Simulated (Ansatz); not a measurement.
# Os (P6_3/mmc) in Ansatz: equation of state

Aim: energy against volume of Os in PBEsol, for its equilibrium volume and stiffness.

All numbers are computed with Ansatz 0.2.0; they aren't measurements. Logs are shortened: lines on timing, memory, paths and dates and some standing lists are left out, and cuts for length are marked.

**1. The crystal as given**

It takes space group P6_3/mmc (No. 194, hexagonal). Conventional cell: a = 2.734 Å, b = 2.734 Å, c = 4.320 Å, α = 90.00°, β = 90.00°, γ = 120.00°. Around Os (site symmetry -6m2) lie 12 Os at 2.68 to 2.73 Å.

**2. Single point, PBEsol, 13.14 Å³/atom (volume scaled by 0.94)**

Input file input.yaml:

```yaml
crystal:
  lattice:
    - [2.6782863798, 0.0, 0.0]
    - [-1.3391431899, 2.3194640436, 0.0]
    - [0.0, 0.0, 4.2315181138]
  atoms:
    - { symbol: Os, position: [0.6666666667, 0.3333333333, 0.75] }
    - { symbol: Os, position: [0.3333333333, 0.6666666667, 0.25] }
hamiltonian:
  xc: pbesol
  pseudopotentials: { kind: paw }
kpoints:
  mp_grid: { grid: [11, 11, 6] }
scf:
  occupations: { method: fermi_dirac, width: 0.05 }
output:
  forces: true
  stress: true
  eigenvalues: true
```

Potentials or basis: Ansatz PAW.

Started as:

```
$ ansatz run input.yaml --threads 2 --pin off --max-ram 5632MiB --backend cpu --events-out ev --progress --plain --runs-dir out
```

What it wrote:

```text
Warning: RAYON_NUM_THREADS=2 ignored (pool sized by the plan → 2); use --threads N
Engine: ansatz 0.2.0, aarch64-unknown-linux-gnu
Pseudopotentials: kind: paw
Pseudopotential: Os, paw, valence charge 16, recommended cutoff 420 eV (normal), Os.paw.azcp
Functional definition: PBEsol
  exchange = pbesol_x
  correlation = pbesol_c
Crystal: 2 atoms, lattice volume = 26.287 Å³
Basis set: ecut = 420 eV, 537 PW (Γ), exchange–correlation on 36×36×60 points (8 copies of the dense FFT grid, shifted against one another)
Bands: 20, of which v1, the nominal top of the filled ones, is band 16 counted from 1 (15 counted from 0)
Symmetry: 24 space group operations
Space group: P63/mmc (ITA 194), of the structure as read, at distance tolerance 3.0e-5 Å
k-points: 64 of 726
Non-local potential: Os, projectors of the file, l = 0: 3, l = 1: 2, l = 2: 2, l = 3: 1
PAW form: soft (Blöchl's): semilocal exchange-correlation on the pseudo side does not see the compensation charge
PAW frozen core: Os, regenerated for the run's functional, and the local potential with it (the file was generated under x = pbe(κ = 0.804, μ = 0.2195149727645171), c = pbe(β = 0.06672455060314922))
PAW one-centre angular grid: Os, 590 points (default); XC on 64 Gauss nodes
Initial density: superposition of atomic densities (neutral atoms: chi_scale 0, normalization atom), corrected by the library's trained network
Initial wavefunctions: pseudopotential atomic-orbital guess
Functional: x = pbesol(κ = 0.804, μ = 0.12345679012345678), c = pbesol(β = 0.046)
SCF iter   1: F=—  HF=-22501.988516 eV  |F-HF|=—  |Δ(HF+E_count)|=         —  Δρ=1.09e-2  dr2=1.32e-2  ethr=1.77e-3  ⟨swp⟩=5.0  Hψ=5078  notcnv=0
preconditioner: auto → none  [metal: Δε(μ)=0.050 eV  Ē_g=7.476 eV  σ=0.050 eV  W_gap=0.24  n_scr=8 (ndim 8)  ℏωp=29.0 eV  f_vac=0.000  D(μ)=1.34/eV (n_scr^D=10)  sad-step TF]
SCF iter   2: F=—  HF=-22501.988067 eV  |F-HF|=—  |Δ(HF+E_count)|=   4.49e-4  Δρ=6.14e-3  dr2=4.05e-3  ethr=4.11e-5  ⟨swp⟩=1.3  Hψ=1914  notcnv=0
SCF iter   3: F=—  HF=-22501.987917 eV  |F-HF|=—  |Δ(HF+E_count)|=   1.50e-4  Δρ=3.12e-4  dr2=1.65e-5  ethr=1.27e-5  ⟨swp⟩=2.0  Hψ=1781  notcnv=0
SCF iter   4: F=—  HF=-22501.987920 eV  |F-HF|=—  |Δ(HF+E_count)|=   2.98e-6  Δρ=6.07e-5  dr2=6.54e-7  ethr=5.17e-8  ⟨swp⟩=2.8  Hψ=2315  notcnv=0
iter 5 did not close the SCF: its close was put off for the readings that it lacked (scf_convergence_deferred on its scf_iter line)
SCF iter   5: F=-22501.987920 eV  HF=-22501.987920 eV  |F-HF|=6.56e-9  |Δ(HF+E_count)|=   1.98e-7  Δρ=7.68e-6  dr2=1.14e-8  ethr=2.04e-9  ⟨swp⟩=2.9  Hψ=2202  notcnv=0
SCF iter   6: F=-22501.987920 eV  HF=-22501.987920 eV  |F-HF|=2.98e-10  |Δ(HF+E_count)|=   3.52e-9  Δρ=1.67e-6  dr2=4.73e-10  ethr=3.57e-11  ⟨swp⟩=2.2  Hψ=4157  notcnv=0
SCF 1 converged in 6 iterations: F = -22501.987920 eV  dr2 = 4.73e-10
SCF converged after 6 iterations
Free energy (F): -22501.987920 eV
Harris-Foulkes:  -22501.987920 eV  (|F-HF|=2.98e-10)
Internal energy: -22501.976013 eV  (E = F + TS)
E sigma→0 (E₀):  -22501.981967 eV
Entropy (-TS):   -0.011906 eV (-5.953 meV/atom)
Fermi energy:    27.783779 eV
--- Per-component energies (eV) ---
  E_band       = -77.884626
  E_kinetic    = 1130.804132
  E_local      = -1448.986264  (includes V_loc(G=0)·N_el)
  E_nonlocal   = 3.986932
  E_hartree    = 616.388955
  E_xc         = -533.115948
  E_vxc        = -571.026018  (∫ρ·V_xc dr)
  E_paw        = -17760.889150  (= ΣΔE_a)
  E_vpaw       = -425.440557  (= ΣTr[D̂ρ^β])
  E_aug_tail   = -0.000122  (compensation charges beyond the density's cutoff)
  E_ewald      = -4510.660414
  E_core_change = 0.495866  (= ΣΔE_core)
  E_smearing   = -0.011906  (= −TS)
  E_closure    = 0.000000  (closes the sum)
  Σ components = -22501.987920   (vs F -22501.987920, Δ=0.00e0)
--- Forces (eV/Å), atoms counted from 1 ---
  atom   1  Os     0.00000000    -0.00000000     0.00000000
  atom   2  Os     0.00000000     0.00000000     0.00000000
  max |Σ_I F_I| component: 9.25e-18 eV/Å
--- Stress (GPa, compression-positive) ---
       26.718463      -0.000000       0.000000
        0.000000      26.718463       0.000000
        0.000000       0.000000      28.798554
  P = ⅓ Tr σ = 27.4118 GPa (274.118 kbar)
--- Band table (eV; the first three rows and the last of 64) ---
  k-point 0: bands = ["-58.8436", "-58.6888", "-19.0229", "-17.8515", "-17.8515", "-17.6333", "-17.6333", "-17.5730", "16.2984", "19.4080", "24.4709", "24.4709", "24.7570", "25.4091", "25.4091", "26.1259", "26.1259", "27.8733", "29.6950", "29.6950"]
  k-point 1: bands = ["-58.8333", "-58.6992", "-18.9319", "-17.8370", "-17.8370", "-17.6771", "-17.6480", "-17.6480", "16.6699", "19.4685", "24.2790", "24.2790", "24.5419", "25.1692", "25.1692", "26.6587", "26.6587", "26.7987", "29.7421", "29.7421"]
  k-point 2: bands = ["-58.8051", "-58.7277", "-18.6795", "-17.9559", "-17.7974", "-17.7974", "-17.6883", "-17.6883", "17.6691", "19.4630", "24.0821", "24.1251", "24.1251", "24.6761", "24.6761", "24.9451", "27.7474", "27.7474", "29.5742", "29.5742"]
  k-point 63: bands = ["-58.6799", "-58.6799", "-18.7435", "-18.7435", "-18.3568", "-18.3568", "-17.8285", "-17.8285", "21.2488", "21.2488", "22.5858", "22.5858", "24.1207", "24.1207", "26.4045", "26.4045", "29.7378", "29.7378", "36.0899", "36.0899"]
```

Run time: 1 s. Hardware: 2 threads of Arm Neoverse V1, shared host; peak memory 0.29 GiB.

What came out:

```
Free energy            : -22501.9879 eV
Pressure               : 27.4 GPa
Band gap on the k mesh : none (metal or under the smearing width)
```

Caveat: the PAW data sets come from PBE, with cores solved anew for the run's functional, which leaves a small shift of forces and pressure.

**3. Single point, PBEsol, 13.42 Å³/atom (volume scaled by 0.96)**

Changes to input.yaml since step 2:

```diff
@@ -2,5 +2,5 @@
   lattice:
-    - [2.6782863798, 0.0, 0.0]
-    - [-1.3391431899, 2.3194640436, 0.0]
-    - [0.0, 0.0, 4.2315181138]
+    - [2.697148173, 0.0, 0.0]
+    - [-1.3485740865, 2.3357988356, 0.0]
+    - [0.0, 0.0, 4.261318519]
   atoms:
```

Potentials or basis: Ansatz PAW.

Started as:

```
$ ansatz run input.yaml --threads 2 --pin off --max-ram 5632MiB --backend cpu --events-out ev --progress --plain --runs-dir out
```

It took 1 s on 2 threads of Arm Neoverse V1, shared host; peak memory 0.3 GiB.

The run converged. Its results:

```yaml
Free_energy: -22502.0637 eV
Pressure: 16.2 GPa
Band_gap_on_the_k_mesh: none (metal or under the smearing width)
```

Caveat: the PAW data sets come from PBE, with cores solved anew for the run's functional, which leaves a small shift of forces and pressure.

**4. Single point, PBEsol, 13.70 Å³/atom (volume scaled by 0.98)**

Changes to input.yaml since step 3:

```diff
@@ -2,5 +2,5 @@
   lattice:
-    - [2.697148173, 0.0, 0.0]
-    - [-1.3485740865, 2.3357988356, 0.0]
-    - [0.0, 0.0, 4.261318519]
+    - [2.7157497827, 0.0, 0.0]
+    - [-1.3578748913, 2.3519083021, 0.0]
+    - [0.0, 0.0, 4.2907078513]
   atoms:
```

Started as:

```
$ ansatz run input.yaml --threads 2 --pin off --max-ram 5632MiB --backend cpu --events-out ev --progress --plain --runs-dir out
```

Wall time 1 s (2 threads of Arm Neoverse V1, shared host); peak memory 0.3 GiB.

The run converged. Its results:

- Free energy: -22502.1025 eV
- Pressure: 6.2 GPa
- Band gap on the k mesh: none (metal or under the smearing width)

Caveat: the PAW data sets come from PBE, with cores solved anew for the run's functional, which leaves a small shift of forces and pressure.

**5. Single point, PBEsol, 13.98 Å³/atom**

Changes to input.yaml since step 4:

```diff
@@ -2,5 +2,5 @@
   lattice:
-    - [2.7157497827, 0.0, 0.0]
-    - [-1.3578748913, 2.3519083021, 0.0]
-    - [0.0, 0.0, 4.2907078513]
+    - [2.7341, 0.0, 0.0]
+    - [-1.36705, 2.3678000565, 0.0]
+    - [0.0, 0.0, 4.3197]
   atoms:
```

Potentials or basis: Ansatz PAW.

Started as:

```
$ ansatz run input.yaml --threads 2 --pin off --max-ram 5632MiB --backend cpu --events-out ev --progress --plain --runs-dir out
```

What it wrote:

```text
Warning: RAYON_NUM_THREADS=2 ignored (pool sized by the plan → 2); use --threads N
[... 6 set-up lines as earlier in the session ...]
Crystal: 2 atoms, lattice volume = 27.965 Å³
Basis set: ecut = 420 eV, 537 PW (Γ), exchange–correlation on 40×40×60 points (8 copies of the dense FFT grid, shifted against one another)
Bands: 20, of which v1, the nominal top of the filled ones, is band 16 counted from 1 (15 counted from 0)
[... 2 set-up lines as earlier in the session ...]
k-points: 64 of 726
[... 35 lines left out ...]
  E_ewald      = -4418.580283
  E_core_change = 0.495866  (= ΣΔE_core)
  E_smearing   = -0.013138  (= −TS)
  E_closure    = 0.000000  (closes the sum)
  Σ components = -22502.108457   (vs F -22502.108457, Δ=0.00e0)
--- Forces (eV/Å), atoms counted from 1 ---
  atom   1  Os    -0.00000000     0.00000000     0.00000000
  atom   2  Os    -0.00000000    -0.00000000     0.00000000
  max |Σ_I F_I| component: 3.70e-17 eV/Å
--- Stress (GPa, compression-positive) ---
       -2.667890       0.000000       0.000000
       -0.000000      -2.667890      -0.000000
        0.000000      -0.000000      -2.648559
  P = ⅓ Tr σ = -2.6614 GPa (-26.614 kbar)
--- Band table (eV; the first three rows and the last of 64) ---
  k-point 0: bands = ["-60.7410", "-60.6241", "-20.7465", "-19.7975", "-19.7975", "-19.6183", "-19.6183", "-19.5701", "14.8634", "18.0272", "22.7903", "22.7903", "23.0437", "23.6386", "23.6386", "24.2922", "24.2922", "25.8485", "27.5583", "27.5583"]
  k-point 1: bands = ["-60.7332", "-60.6320", "-20.6721", "-19.7856", "-19.7856", "-19.6537", "-19.6304", "-19.6304", "15.2093", "18.0657", "22.6121", "22.6121", "22.8469", "23.4212", "23.4212", "24.7794", "24.7794", "24.8208", "27.5904", "27.5904"]
  k-point 2: bands = ["-60.7119", "-60.6535", "-20.4657", "-19.8783", "-19.7531", "-19.7531", "-19.6634", "-19.6634", "16.1499", "17.9908", "22.4186", "22.4690", "22.4690", "22.9721", "22.9721", "23.1061", "25.7686", "25.7686", "27.4229", "27.4229"]
  k-point 63: bands = ["-60.6178", "-60.6178", "-20.5177", "-20.5177", "-20.2030", "-20.2030", "-19.7788", "-19.7788", "19.7750", "19.7750", "21.0268", "21.0268", "22.3928", "22.3928", "24.5582", "24.5582", "27.5903", "27.5903", "33.5146", "33.5146"]
```

Run time: 0.98 s. Hardware: 2 threads of Arm Neoverse V1, shared host; peak memory 0.3 GiB.

Results:

- Free energy: -22502.1085 eV
- Pressure: -2.7 GPa
- Band gap on the k mesh: none (metal or under the smearing width)

Caveat: the PAW data sets come from PBE, with cores solved anew for the run's functional, which leaves a small shift of forces and pressure.

**6. Single point, PBEsol, 14.26 Å³/atom (volume scaled by 1.02)**

Changes to input.yaml since step 5:

```diff
@@ -2,5 +2,5 @@
   lattice:
-    - [2.7341, 0.0, 0.0]
-    - [-1.36705, 2.3678000565, 0.0]
-    - [0.0, 0.0, 4.3197]
+    - [2.7522071502, 0.0, 0.0]
+    - [-1.3761035751, 2.3834813086, 0.0]
+    - [0.0, 0.0, 4.3483081185]
   atoms:
```

Potentials or basis: Ansatz PAW.

Started as:

```
$ ansatz run input.yaml --threads 2 --pin off --max-ram 5632MiB --backend cpu --events-out ev --progress --plain --runs-dir out
```

Wall time 1 s (2 threads of Arm Neoverse V1, shared host); peak memory 0.3 GiB.

The run converged. Its results:

| Property | Result |
| --- | --- |
| Free energy | -22502.0851 eV |
| Pressure | -10.6 GPa |
| Band gap on the k mesh | none (metal or under the smearing width) |

Caveat: the PAW data sets come from PBE, with cores solved anew for the run's functional, which leaves a small shift of forces and pressure.

**7. Single point, PBEsol, 14.54 Å³/atom (volume scaled by 1.04)**

Changes to input.yaml since step 6:

```diff
@@ -2,5 +2,5 @@
   lattice:
-    - [2.7522071502, 0.0, 0.0]
-    - [-1.3761035751, 2.3834813086, 0.0]
-    - [0.0, 0.0, 4.3483081185]
+    - [2.770079126, 0.0, 0.0]
+    - [-1.385039563, 2.3989588936, 0.0]
+    - [0.0, 0.0, 4.3765446767]
   atoms:
@@ -19 +19,5 @@
   eigenvalues: true
+  write_density: true
+  write_potential: true
+  elf: true
+  volumetric_format: npy
```

Started as:

```
$ ansatz run input.yaml --threads 2 --pin off --max-ram 5632MiB --backend cpu --events-out ev --progress --plain --runs-dir out
```

Run time: 1.4 s. Hardware: 2 threads of Arm Neoverse V1, shared host; peak memory 0.3 GiB.

It converged, with:

```
Free energy            : -22502.0356 eV
Pressure               : -17.6 GPa
Band gap on the k mesh : none (metal or under the smearing width)
```

Caveat: the PAW data sets come from PBE, with cores solved anew for the run's functional, which leaves a small shift of forces and pressure.

**8. Single point, PBEsol, 14.82 Å³/atom (volume scaled by 1.06)**

Changes to input.yaml since step 7:

```diff
@@ -2,5 +2,5 @@
   lattice:
-    - [2.770079126, 0.0, 0.0]
-    - [-1.385039563, 2.3989588936, 0.0]
-    - [0.0, 0.0, 4.3765446767]
+    - [2.7877234178, 0.0, 0.0]
+    - [-1.3938617089, 2.4142392985, 0.0]
+    - [0.0, 0.0, 4.404421509]
   atoms:
```

Started as:

```
$ ansatz run input.yaml --threads 2 --pin off --max-ram 5632MiB --backend cpu --events-out ev --progress --plain --runs-dir out
```

Wall time 1.4 s (2 threads of Arm Neoverse V1, shared host); peak memory 0.3 GiB.

The run converged. Its results:

```yaml
Free_energy: -22501.9630 eV
Pressure: -23.9 GPa
Band_gap_on_the_k_mesh: none (metal or under the smearing width)
```

Caveat: the PAW data sets come from PBE, with cores solved anew for the run's functional, which leaves a small shift of forces and pressure.

**9. Equation of state, PBEsol**

Potentials or basis: Ansatz PAW.

No new run: the results of the series are fitted here.

Results:

```
Equilibrium volume                        : 13.90 Å³/atom
Bulk modulus at fixed shape and positions : 432 GPa
Pressure derivative of the bulk modulus   : 4.8
```

Energy against volume, from the lowest point:
| volume (Å³/atom) | energy (meV/atom) |
| --- | --- |
| 13.143 | 60.27 |
| 13.423 | 22.39 |
| 13.703 | 2.97 |
| 13.982 | 0.00 |
| 14.262 | 11.69 |
| 14.542 | 36.42 |
| 14.821 | 72.74 |

Caveat: the cell was scaled at fixed shape and fractional positions, which overstates the stiffness of a crystal with free parameters, most of all of layers and chains. Spin-orbit coupling is left out, which matters for the levels of Os.
